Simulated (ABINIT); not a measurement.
An input for ABINIT 10.8.3 (patched build) (Ga):

run.abi

```
# Datasets
ndtset 3

# Pseudopotentials
pp_dirpath "./"
pseudos "Ga_ONCV_PBE-1.2.upf"

# Structure
acell 3.0688655626 3.0688655626 3.0688655626 Angstrom
rprim
    -0.4570472550     0.4570472550     0.7630305455
     0.4570472550    -0.4570472550     0.7630305455
     0.4570472550     0.4570472550    -0.7630305455
ntypat 1
znucl 31
natom 1
typat 1
chkprim 0
chksymtnons 0
tolsym 1.0e-6
xred
            0.0            0.0            0.0

# Plane-wave basis
ecut 46.0

# k points
ngkpt 20 20 20
nshiftk 1
shiftk 0.0 0.0 0.0
istwfk *1

# Exchange and correlation
ixc -109134

# Bands and occupations
occopt 3
tsmear 0.00499791

# SCF cycle
nstep 75

# Output
iomode 3
prteig 0
prtebands 0

# Dataset 1: ground state
nband1 11
tolvrs1 1.0e-12
prtden1 1
prtwf1 0
kptopt1 1

# Dataset 2: empty bands at fixed density
iscf2 -3
getden2 1
nband2 18
nbdbuf2 4
tolwfr2 1.0e-12
nstep2 120
prtden2 0
kptopt2 1

# Dataset 3: wave functions and velocity matrix elements in the full zone
optdriver3 8
wfk_task3 "wfk_optics_fullbz"
nband3 14
kptopt3 1
prtevk3 1
inclvkb3 2
```

Potentials or basis: SG15 NC PBE v1.2.

The run is started by

```sh
$ abinit run.abi > log 2>&1
```

Problem. How does this run end?

Solution. The run stopped without a result. It printed:

run.abo:

```text
.Version 10.8.3 of ABINIT
 DATASET    1 : space group I4/m m m (#139); Bravais tI (body-center tetrag.)
================================================================================
 Values of the parameters that define the memory need for DATASET  1.
     intxc =       0    ionmov =       0      iscf =       7    lmnmax =       6
     lnmax =       6     mgfft =      36  mpssoang =       3    mqgrid =    3001
     natom =       1  nloc_mem =       1    nspden =       1   nspinor =       1
    nsppol =       1      nsym =      16    n1xccc =       0    ntypat =       1
    occopt =       3   xclevel =       2
       mpw =        1877          nfft =       46656          nkpt =         641
[... 374 lines left out ...]
--- !DatasetInfo
iteration_state: {dtset: 3, }
dimensions: {natom: 1, nkpt: 641, mband: 14, nsppol: 1, nspinor: 1, nspden: 1, mpw: 1877, }
cutoff_energies: {ecut:  46.0, pawecutdg:  -1.0, }
electrons: {nelect:   1.30000000E+01, charge:   0.00000000E+00, occopt:   3.00000000E+00, tsmear:   4.99791000E-03, }
meta: {optdriver: 8, wfk_task: 7, }
...

--- !ERROR
message: |
    Cannot find GS WFK file:
     Cannot find file: runi_DS3_WFK
...
```
